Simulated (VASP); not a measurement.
**HC60N3 (a cell with a defect): single point with r2SCAN**

The system is HC60N3 (a cell with a defect).

```xyz
64
Lattice="7.1400 0.0000 0.0000 0.0000 7.1400 0.0000 0.0000 0.0000 7.1400" Properties=species:S:1:pos:R:3 pbc="T T T"
H     3.7834    3.9955    3.8895
C     4.5119    4.5119    4.5119
C     3.5806    5.3600    5.3600
C     5.3600    3.5806    5.3600
C     5.3600    5.3600    3.5806
C     3.5349    1.7886    5.3511
C     3.5349    5.3511    1.7886
C     1.7886    3.5349    5.3511
C     5.3511    3.5349    1.7886
C     1.7886    5.3511    3.5349
C     5.3511    1.7886    3.5349
C     4.4523    2.6844    6.2362
C     4.4523    6.2362    2.6844
C     2.6844    4.4523    6.2362
C     6.2362    4.4523    2.6844
C     2.6844    6.2362    4.4523
C     6.2362    2.6844    4.4523
C     3.6063    1.7924    1.7924
C     1.7924    3.6063    1.7924
C     1.7924    1.7924    3.6063
C     0.9096    4.4463    4.4463
C     4.4463    0.9096    4.4463
C     4.4463    4.4463    0.9096
C     7.1397    3.5697    3.5697
C     3.5697    7.1397    3.5697
C     3.5697    3.5697    7.1397
C     0.9126    2.6940    2.6940
C     2.6940    0.9126    2.6940
C     2.6940    2.6940    0.9126
C     4.4549    6.2537    6.2537
C     6.2537    4.4549    6.2537
C     6.2537    6.2537    4.4549
C     0.0080    5.3509    5.3509
C     5.3509    0.0080    5.3509
C     5.3509    5.3509    0.0080
C     0.8835    2.6778    6.2556
C     0.8835    6.2556    2.6778
C     2.6778    0.8835    6.2556
C     6.2556    0.8835    2.6778
C     2.6778    6.2556    0.8835
C     6.2556    2.6778    0.8835
C     7.1311    1.7816    5.3503
C     7.1311    5.3503    1.7816
C     1.7816    7.1311    5.3503
C     5.3503    7.1311    1.7816
C     1.7816    5.3503    7.1311
C     5.3503    1.7816    7.1311
C     0.8838    0.8838    4.4603
C     0.8838    4.4603    0.8838
C     4.4603    0.8838    0.8838
C     0.0124    1.7876    1.7876
C     1.7876    0.0124    1.7876
C     1.7876    1.7876    0.0124
C     0.8921    6.2432    6.2432
C     6.2432    0.8921    6.2432
C     6.2432    6.2432    0.8921
C     7.1398    7.1398    3.5693
C     7.1398    3.5693    7.1398
C     3.5693    7.1398    7.1398
C     0.8954    0.8954    0.8954
C     7.1385    7.1385    7.1385
N     4.5350    2.6047    2.6047
N     2.6047    4.5350    2.6047
N     2.6047    2.6047    4.5350
```

The cell was built by a generator and needn't be a form met in nature.

```json
{"Program": "VASP 6.6.1", "Task": "single point", "Functional": "r2SCAN", "Potentials or basis": "VASP PAW PBE potentials, release 64 (H, C, N)", "Cutoff": "520 eV", "k mesh": "2 × 2 × 2", "Occupations": "gaussian, width 0.03 eV", "Spin": "no spin polarisation"}
```

```
Pressure               : -2.9 GPa
Largest force          : 1.116 eV/Å
Band gap on the k mesh : 3.91 eV, indirect (least direct gap 3.99 eV)
```

Forces in eV/Å, atoms in the order of the input:
```
H    1.009 -0.404  0.253
C   -0.749  0.167 -0.302
C    0.236  0.270  0.282
C   -0.271 -0.165 -0.257
C   -0.016 -0.013  0.036
C    0.022 -0.001  0.001
C    0.041  0.054 -0.061
C   -0.042 -0.016  0.045
C    0.000 -0.020  0.008
C   -0.094  0.084  0.015
C   -0.017  0.022 -0.005
C    0.000  0.001  0.010
C   -0.004  0.003  0.029
C    0.031 -0.014 -0.005
C    0.000 -0.009  0.004
C    0.043  0.001 -0.009
C    0.010 -0.011 -0.001
C    0.026 -0.010 -0.006
C   -0.047 -0.046 -0.050
C   -0.022 -0.030  0.000
C   -0.003 -0.033 -0.025
C   -0.017  0.003 -0.023
C   -0.018 -0.032  0.002
C    0.000  0.002  0.000
C   -0.001  0.014  0.000
C   -0.001  0.002  0.006
C    0.000  0.022  0.029
C    0.024  0.004  0.019
C    0.030  0.017  0.002
C   -0.086  0.042  0.049
C   -0.033  0.037 -0.039
C    0.010 -0.003 -0.025
C    0.007  0.026  0.014
C    0.006 -0.004  0.016
C    0.004  0.026  0.001
C    0.009  0.019 -0.011
C    0.013 -0.014  0.013
C    0.020  0.009 -0.009
C   -0.008  0.007  0.025
C    0.012 -0.014  0.014
C   -0.010  0.023  0.007
C    0.005 -0.012  0.002
C    0.000  0.005 -0.009
C   -0.017 -0.003  0.004
C    0.001  0.002 -0.020
C   -0.012  0.007 -0.005
C    0.001 -0.016  0.006
C    0.009  0.010 -0.011
C    0.011  0.009  0.011
C   -0.025  0.011  0.010
C   -0.004 -0.018 -0.022
C   -0.019 -0.001 -0.016
C   -0.023 -0.016 -0.003
C    0.006 -0.005 -0.002
C   -0.006  0.005 -0.009
C   -0.003 -0.008  0.006
C    0.008 -0.001  0.006
C   -0.004 -0.027 -0.008
C    0.036  0.012  0.017
C    0.004  0.003  0.003
C   -0.003  0.002  0.000
N   -0.002  0.045  0.039
N   -0.055 -0.019 -0.040
N   -0.019 -0.003 -0.010
```

Stress tensor (GPa, compression positive):
```
-3.22 -0.77 -1.05
-0.77 -2.50 -0.52
-1.05 -0.52 -2.83
```

Levels at points of the mesh, in eV from the valence-band top:
```
           k point  band 126  band 127  band 128  band 129  band 130  band 131
(0.00, 0.00, 0.00)     -0.29     -0.04      0.00      3.99      4.15      4.16
(0.50, 0.00, 0.00)     -1.15     -0.80     -0.71      3.93      4.05      4.93
(0.00, 0.50, 0.00)     -1.15     -0.83     -0.65      3.91      4.06      4.94
(0.00, 0.00, 0.50)     -1.15     -0.82     -0.67      3.92      4.06      4.93
(0.50, 0.50, 0.00)     -1.22     -0.53     -0.37      5.34      5.37      5.60
(0.00, 0.50, 0.50)     -1.22     -0.52     -0.40      5.33      5.38      5.59
(0.50, 0.00, 0.50)     -1.22     -0.54     -0.34      5.34      5.36      5.60
(0.50, 0.50, 0.50)     -0.90     -0.58     -0.50      5.24      5.25      5.43
```

Wall time 35 min on 1 thread of AMD EPYC 9R45 (Zen 5), with other jobs on the host, peak memory 0.6 GiB.

Caveat: the k mesh is coarse (spacing up to 0.44 Å⁻¹), so the values aren't converged; the PAW data sets were made with another functional, which shifts forces and pressure a little. r2SCAN opens gaps a little over a GGA but as a rule still falls short of measured ones.
